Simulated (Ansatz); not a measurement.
HfSi2 (ZrSi2-type structure)

Computed with Ansatz (plane waves, PAW, 420 eV cutoff): PBE, scalar-relativistic, no spin polarisation, Γ-centred 8×8×8 mesh, 0.05 eV Gaussian smearing; PAW files: Ansatz's generated set soft_2.

```xyz
6
Lattice="1.8362 -7.3050 0.0000 1.8362 7.3050 0.0000 0.0000 0.0000 3.6661" Properties=species:S:1:pos:R:3 pbc="T T T"
Hf    1.8362   -1.5417    0.9165
Hf    1.8362    1.5417    2.7496
Si    1.8362   -6.5148    0.9165
Si    1.8362    6.5148    2.7496
Si    1.8362    3.6522    0.9165
Si    1.8362   -3.6522    2.7496
```

The start was a prototype's sites filled with these elements; the Crystallography Open Database holds the compound in this structure.

Path: Γ–Y–C0 | Σ0–Γ–Z–A0 | E0–T–Y | Γ–S–R–Z–T, with Γ = (0.000, 0.000, 0.000), Y = (-0.500, 0.500, 0.000), C0 = (-0.266, 0.734, 0.000), Σ0 = (0.266, 0.266, 0.000), Z = (0.000, 0.000, 0.500), A0 = (0.266, 0.266, 0.500), E0 = (-0.266, 0.734, 0.500), T = (-0.500, 0.500, 0.500), S = (0.000, 0.500, 0.000), R = (0.000, 0.500, 0.500) in reciprocal vectors of the calculation's cell.

Task: Is it a metal or an insulator, and if it has a gap, where are the band edges on this path?

Result: A metal: bands cross the Fermi level.

Levels between -5 and 3 eV from the Fermi level at the path's named points:
```tsv
point	below E_F (eV)	above E_F (eV)
Γ	-3.83 -3.22 -3.18 -2.94 -2.68 -2.60 -2.56 -2.53 -0.12	1.15 1.29 1.59 1.83 2.04 2.33 2.36 2.56
Y	-3.60 -3.20 -2.96 -2.88 -2.88 -2.11 -1.66	0.31 1.18 1.32 1.49 1.89 1.98 2.32 2.35
C0 and Σ0	-4.39 -3.55 -3.24 -1.68 -1.68 -1.00 -0.70 -0.19	0.81 0.97 1.54 2.33 2.62
Z	-2.54 -2.54 -2.01 -2.01 -0.09 -0.09	0.03 0.03 1.64 1.64 2.19 2.19
A0 and E0	-4.14 -4.14 -3.55 -3.55 -2.45 -2.45	1.52 1.52
T	-4.21 -4.21 -3.31 -3.31 -2.30 -2.30 -0.96 -0.96	0.00 0.00 2.41 2.41
S	-4.80 -3.56 -2.75 -2.02 -1.65 -0.91 -0.57 -0.48	0.77 0.78 2.04 2.27 2.80
R	-4.23 -4.23 -3.56 -3.56 -2.45 -2.45	1.86 1.86 2.71 2.71
```

Spin–orbit coupling, which matters for such heavy elements, is left out.
